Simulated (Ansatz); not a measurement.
**Stress against strain in Zr**

```xyz
2
Lattice="3.2320 0.0000 0.0000 -1.6160 2.7990 0.0000 0.0000 0.0000 5.1470" Properties=species:S:1:pos:R:3 pbc="T T T"
Zr    0.0000    1.8660    1.2868
Zr    1.6160    0.9330    3.8603
```

Atoms are numbered in the order listed.

The cell is COD entry 9008523, as deposited and not checked against the literature; nothing was relaxed.

The calculation used DFT, PBE, all-electron LAPW, scalar-relativistic in Ansatz 0.2.0.

Settings: a Γ-centred 13×13×7 k mesh, Fermi–Dirac smearing of 0.08 eV, basis error target 1 meV/atom, no spin polarisation.

The strain is applied along the Cartesian axes of the cell as listed (γ is the engineering shear, twice εxy = εyz = εzx). Fractional coordinates are held (clamped ions).

σ is the change of stress from the unstrained cell, which is at 0.51 GPa; tension is positive, so slopes are stress–strain coefficients at that pressure. In a metal the k mesh adds noise.

Only quantities that a quadratic follows smoothly over the whole series are listed; rougher ones are left out.

```
      γ  σxy (GPa)  σyz (GPa)
-0.0300      -1.47      -0.83
-0.0200      -0.97      -0.54
 0.0000       0.00       0.00
 0.0100       0.45       0.24
 0.0200       0.88       0.46
 0.0300       1.29       0.65
```

Q: Fit the series and read off the stiffness at zero strain.

A: Least-squares fits y = p0 + p1 x + p2 x² to the rows give σxy (GPa): p1 = 46.1, p2 = -99; σyz (GPa): p1 = 24.8, p2 = -100.

Q: One run, at γ = -0.0100, is withheld. Predict its row.

A: The fits give -0.47, -0.26; the run gave -0.48, -0.26.
